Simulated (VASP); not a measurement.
Runs of VASP 6.6.1 on ZrO2. The structure is cubic, space group Fm-3m (No. 225). Conventional cell: a = 5.100 Å, b = 5.100 Å, c = 5.100 Å, α = 90.00°, β = 90.00°, γ = 90.00°. Zr (site symmetry m-3m) is surrounded by 8 O at 2.21 Å. Around O (site symmetry -43m) lie 4 Zr at 2.21 Å. The cell was built by a generator and needn't be a form met in nature.

```tsv
level	potentials or basis	grid for exact exchange (PRECFOCK)	screening parameter	gap on the mesh (eV)	pressure (GPa)
PBEsol	VASP PAW PBE potentials, release 64 (Zr_sv, O)	-	-	3.27	(a)
HSE06	VASP PAW PBE potentials, release 64 (Zr_sv, O)	Normal	0.2 1/A	4.98	(b)
LDA	VASP PAW LDA potentials, release 64 (Zr_sv, O)	-	-	3.22	-10.3
PBE	VASP PAW PBE potentials, release 64 (Zr_sv, O)	-	-	3.34	(c)
```

Alike in all rows: task single point; no spin polarisation; cell as given; k mesh 6 × 6 × 6; cutoff (eV) 700; smearing gaussian 0.05 eV.

Question: Estimate the missing entries.

Answer: (a) -4.9; (b) -4.4; (c) 2.3.

Caveats: the PAW data sets were made with another functional, which shifts forces and pressure a little (some runs).

A k mesh can miss the band edges, and the runs leave out spin-orbit coupling on Zr.
